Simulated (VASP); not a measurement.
**NaI: equilibrium volume by level of theory**

```
Na I
1.0
     0.00000    3.23640    3.23640
     3.23640    0.00000    3.23640
     3.23640    3.23640    0.00000
Na I
1 1
Direct
  0.00000 0.00000 0.00000
  0.50000 0.50000 0.50000
```

```csv
rung,level,program and potentials,cutoff (eV),k mesh,equilibrium volume (Å³/atom),notes
LDA,LDA,"VASP, LDA PAW files I, Na_pv, 600 eV",600,8 × 8 × 8,30.68,7 valence electrons an atom on average
GGA,PBE,"VASP, PBE PAW files I, Na, 300 eV",300,4 × 4 × 4,34.49,4 valence electrons an atom on average
GGA,PBE,"VASP, PBE PAW files I, Na_pv, 600 eV",600,8 × 8 × 8,34.79,7 valence electrons an atom on average
GGA + dispersion,PBE+D3(BJ),"VASP, PBE PAW files I, Na_pv, 600 eV",600,8 × 8 × 8,32.21,7 valence electrons an atom on average
GGA,PBEsol,"VASP, PBE PAW files I, Na_pv, 600 eV",600,8 × 8 × 8,32.94,potentials made for PBE; 7 valence electrons an atom on average
meta-GGA,r2SCAN,"VASP, PBE PAW files I, Na_pv, 600 eV",600,8 × 8 × 8,33.48,potentials made for PBE; 7 valence electrons an atom on average
```

Task: relaxation of cell and atoms. All rows: no spin polarisation. Meshes differ between rows, which moves values too. Meshes are those of the run's cell of 2 atoms unless a note names another. Relaxations start from the cell shown or near it and stop with a little pressure left. Runs on faulty files, with rough fits or with known faults for this quantity aren't shown. No row holds spin-orbit coupling.

By rung: LDA 30.68; GGA 32.94 to 34.79; GGA + dispersion 32.21; meta-GGA 33.48 (Å³/atom).
